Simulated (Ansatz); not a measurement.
# SrTiO3: the cost of one run

Program: Ansatz 0.2.0. Level of theory: DFT PBE, scalar-relativistic, plane waves, PAW. These are calculated values, not measurements.

**1. The system as given**

It takes space group R-3m (No. 166, trigonal). The conventional cell has a = 4.939 Å, b = 4.939 Å, c = 10.063 Å, α = 90.00°, β = 90.00°, γ = 120.00°. Sr (site symmetry -3m) has 6 O at 2.47 Å in its first shell of neighbours. Ti (site symmetry -3m) has 6 O at 2.20 Å in its first shell of neighbours. O (site symmetry 2/m) has 2 Ti at 2.20 Å and 2 Sr at 2.47 Å in its first shell of neighbours.

Structure file:

```cif
data_structure
_symmetry_space_group_name_H-M 'P 1'
_symmetry_Int_Tables_number 1
_cell_length_a 4.4027
_cell_length_b 4.4027
_cell_length_c 4.4027
_cell_angle_alpha 68.241
_cell_angle_beta 68.241
_cell_angle_gamma 68.241
_cell_volume 70.87
loop_
_atom_site_label
_atom_site_type_symbol
_atom_site_fract_x
_atom_site_fract_y
_atom_site_fract_z
_atom_site_occupancy
Sr1 Sr 0.50000 0.50000 0.50000 1
Ti1 Ti 0.00000 0.00000 0.00000 1
O1 O 0.00000 0.00000 0.50000 1
O2 O 0.50000 0.00000 0.00000 1
O3 O 0.00000 0.50000 0.00000 1
```

A structure generator made this guess: random cell by space group and Wyckoff sites (R-3m, No. 166). Lengths come from tabulated atomic sizes and are only a guess.

**2. A first look at the guess**

input.yaml

```yaml
crystal:
  lattice:
    - [2.46960841, 1.42582908, 3.35433965]
    - [-2.46960841, 1.42582908, 3.35433965]
    - [0.0, -2.85165817, 3.35433965]
  atoms:
    - { symbol: Sr, position: [0.5, 0.5, 0.5] }
    - { symbol: Ti, position: [0.0, 0.0, 0.0], spin: 1.0 }
    - { symbol: O, position: [0.0, 0.0, 0.5] }
    - { symbol: O, position: [0.5, 0.0, 0.0] }
    - { symbol: O, position: [0.0, 0.5, 0.0] }
basis:
  ecutwfc: 420
kpoints:
  mp_grid: { grid: [6, 6, 6] }
hamiltonian:
  xc: pbe
scf:
  occupations: { method: gaussian, width: 0.1 }
  lower_state_search: "off"
output:
  forces: true
  stress: true
  eigenvalues: true
  populations: true
magnetization:
  spin_polarized: true
```

Launch:

```bash
ansatz run input.yaml --threads 1 --pin off --max-ram 2560MiB --backend cpu --events-out ev --progress --plain --runs-dir out
```

Q: Estimate wall time and peak memory on 1 thread of Arm Neoverse V1, shared host.

About 14 s, with a peak of 0.39 GiB.
